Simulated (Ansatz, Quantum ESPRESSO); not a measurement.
# ZrC and the pressure, program beside program

The cell as given:

It takes space group Fm-3m (No. 225, cubic). The conventional cell has a = 4.730 Å, b = 4.730 Å, c = 4.730 Å, α = 90.00°, β = 90.00°, γ = 90.00°. Zr (site symmetry m-3m) is surrounded by 6 C at 2.37 Å. C (site symmetry m-3m) has 6 Zr at 2.37 Å as nearest neighbours.

Kept alike: task relaxation of cell and atoms; functional PBEsol; k mesh 10 × 10 × 10; occupations fermi-dirac, width 0.05 eV; no spin polarisation. The mesh is that of the run's cell of 2 atoms. No spin-orbit coupling.

- A: Ansatz, Ansatz PAW, made for PBE, cutoff 420 eV
- B: Quantum ESPRESSO, GBRV 1.5 PBEsol, cutoff 707 eV

| pressure (GPa) | A: volume (Å³/atom) | B: volume (Å³/atom) |
| --- | --- | --- |
| 0 | 12.724 | 12.719 |
| 2 | 12.617 | 12.613 |
| 5 | 12.466 | 12.462 |
| 10 | 12.234 | 12.230 |
| 20 | 11.825 | 11.819 |
| 30 | 11.474 | 11.466 |

Values on potentials made for another functional: all of A. Values hold for each row's relaxed cell, which stops near the pressure aimed at. Ansatz's stress holds its Pulay term. The runs follow the start's structure, whether or not it is the stable one at these pressures. For a metal such a mesh leaves the last digits unconverged.

**Question.** How large is the effect of the pressure, and do the programs agree on it?

**Answer.** From 0 to 30 GPa the volume moves by -1.250 in A, -1.253 in B (Å³/atom). Row by row the programs differ by 0.004 to 0.008, and over this span the shifts, as printed, agree within 1 %.
